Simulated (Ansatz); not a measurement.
A plane-wave DFT run in Ansatz 0.2.0 (scalar-relativistic PAW potentials unless the input names others): input and command.

```yaml
crystal:
  lattice:
    - [0.0, 2.0758245304, 1.6191431337]
    - [2.0758245304, 0.0, 1.6191431337]
    - [2.0758245304, 2.0758245304, 0.0]
  atoms:
    - { symbol: Si, position: [0.0, 0.0, 0.0] }
basis:
  ecutwfc: "80 eV"
kpoints:
  mp_grid: { grid: [24, 24, 24] }
hamiltonian:
  xc: r2scan
scf:
  occupations: { method: gaussian, width: 0.15 }
  max_iter: 60
output:
  forces: true
  eigenvalues: true
  stress: true
```

```bash
ansatz run input.yaml --threads 1 --pin off --max-ram 1228MiB --backend cpu --events-out ev --progress --plain --runs-dir out
```

Abridged log:
```
Pseudopotentials: kind: paw
Pseudopotential: Si, paw, valence charge 4, recommended cutoff 500 eV (meta_gga)
Functional definition: r2SCAN
Crystal: 1 atom, lattice volume = 13.954 Å³
Basis set: ecut = 80 eV, 19 PW (Γ), exchange–correlation on 32×32×36 points (64 copies of the dense FFT grid, shifted against one another)
Bands: 6, of which v1, the nominal top of the filled ones, is band 2 counted from 1 (1 counted from 0)
Symmetry: 16 space group operations
Space group: I4/mmm (ITA 139), of the structure as read, at distance tolerance 2.4e-5 Å
k-points: 1063 of 13824
Initial density: superposition of atomic densities (neutral atoms: chi_scale 0, normalization atom), corrected by the library's trained network
Initial wavefunctions: pseudopotential atomic-orbital guess
Functional: x = r2scan, c = r2scan; τ floored in thin density (d = 2e-4 eV/Å³)
SCF iter   1: F=—  HF=-637.510042 eV  |F-HF|=—  |Δ(HF+E_count)|=         —  Δρ=1.70e-2  dr2=2.19e-2  dr2_τ=3.23e-3  ethr=1.77e-3  ⟨swp⟩=2.0  Hψ=28569  notcnv=0
SCF iter   2: F=—  HF=-637.534604 eV  |F-HF|=—  |Δ(HF+E_count)|=   2.46e-2  Δρ=8.99e-3  dr2=6.28e-3  dr2_τ=2.19e-5  ethr=5.46e-4  ⟨swp⟩=1.0  Hψ=14886  notcnv=0
SCF iter   3: F=—  HF=-637.538954 eV  |F-HF|=—  |Δ(HF+E_count)|=   4.35e-3  Δρ=4.45e-4  dr2=2.05e-5  dr2_τ=4.21e-7  ethr=1.57e-4  ⟨swp⟩=1.0  Hψ=6117  notcnv=0
SCF iter   4: F=—  HF=-637.538967 eV  |F-HF|=—  |Δ(HF+E_count)|=   1.32e-5  Δρ=1.47e-4  dr2=2.15e-6  dr2_τ=1.64e-8  ethr=5.13e-7  ⟨swp⟩=2.2  Hψ=8041  notcnv=0
SCF iter   5: F=-637.538970 eV  HF=-637.538970 eV  |F-HF|=3.81e-9  |Δ(HF+E_count)|=   3.43e-6  Δρ=8.60e-6  dr2=3.75e-9  dr2_τ=4.97e-11  ethr=5.38e-8  ⟨swp⟩=2.0  Hψ=8174  notcnv=0
SCF iter   6: F=-637.538970 eV  HF=-637.538970 eV  |F-HF|=2.11e-11  |Δ(HF+E_count)|=   4.02e-9  Δρ=7.86e-7  dr2=7.87e-11  dr2_τ=9.56e-13  ethr=9.36e-11  ⟨swp⟩=1.8  Hψ=19667  notcnv=0
SCF 1 converged in 6 iterations: F = -637.538970 eV  dr2 = 7.87e-11
SCF converged after 6 iterations
Free energy (F): -637.538970 eV
Harris-Foulkes:  -637.538970 eV  (|F-HF|=2.11e-11)
Internal energy: -637.534483 eV  (E = F + TS)
E sigma→0 (E₀):  -637.536727 eV
Entropy (-TS):   -0.004487 eV (-4.487 meV/atom)
Fermi energy:    11.603447 eV
--- Forces (eV/Å), atoms counted from 1 ---
  atom   1  Si     0.00000000     0.00000000     0.00000000
--- Stress (GPa, compression-positive) ---
       16.164417       0.000000       0.000000
        0.000000      16.164417       0.000000
        0.000000       0.000000      15.158634
  P = ⅓ Tr σ = 15.8292 GPa (158.292 kbar)
```

Q: Find the fault.

A: The fault is a cutoff far too low (basis.ecutwfc: 500 → "80 eV", the first being the value of the sound run). Setting it back cures it. The log, from which this was withheld above, says: «Warning: basis.ecutwfc = 80 eV is below the records' recommended 500 eV, and the density's cutoff is lower with it unless basis.ecutrho_ratio is high enough to keep the records' density cutoff: compare with a run at a higher cutoff» The run converged all the same, with an energy at zero smearing 808 meV/atom above the reference's, pressure 15.83 GPa, largest force 0.000 eV/Å, no gap on the mesh, so convergence alone doesn't show that an input is right. A reference run from the same start on usual settings converged with pressure 0.57 GPa, largest force 0.000 eV/Å, no gap on the mesh.